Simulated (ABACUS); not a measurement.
SrO: equation of state with LDA

SrO:

```xyz
4
Lattice="3.5533 0.0000 0.0000 -1.7766 3.0772 0.0000 0.0000 0.0000 6.2173" Properties=species:S:1:pos:R:3 pbc="T T T"
Sr    1.7766    1.0257    4.6630
Sr    0.0000    2.0515    1.5543
O     0.0000    0.0000    3.1087
O     0.0000    0.0000    0.0000
```

Measurements of this composition are mostly on another form, of space group No. 225.

- Program: ABACUS 3.10.1
- Task: equation of state
- Functional: LDA
- Potentials or basis: PseudoDojo NC SR 0.4.1 LDA stringent
- Cutoff: 1252 eV
- Density cutoff: 5007 eV
- Basis: plane waves
- k mesh: 7 × 7 × 4
- Occupations: fermi-dirac, width 0.05 eV
- Spin: no spin polarisation
- Radial cutoff of the potentials (pseudo_rcut): 7 bohr
- SCF threshold on the density: 1e-08
- Max SCF steps: 100
- Eigensolver: dav
- Mixing: broyden
- Mixing share: 0.7
- Symmetry key: 1
- Bands: 20

| Property | Result |
| --- | --- |
| Equilibrium volume | 15.92 Å³/atom (rough: see the caveat) |
| Bulk modulus at fixed shape and positions | 101 GPa (rough) |

Energy against volume, from the lowest point:
```
volume (Å³/atom)  energy (meV/atom)
          15.976               0.00
          16.316               2.84
          16.656               9.68
          16.995              20.12
          17.335              33.70
          17.675              50.14
          18.015              69.12
```

All runs of the series together: 110 s on 4 threads of Intel(R) Xeon(R) Platinum 8488C (Sapphire Rapids) (shared host).

Caveat: the minimum lies outside the volumes run; the cell was scaled at fixed shape and fractional positions, which overstates the stiffness of a crystal with free parameters, most of all of layers and chains.
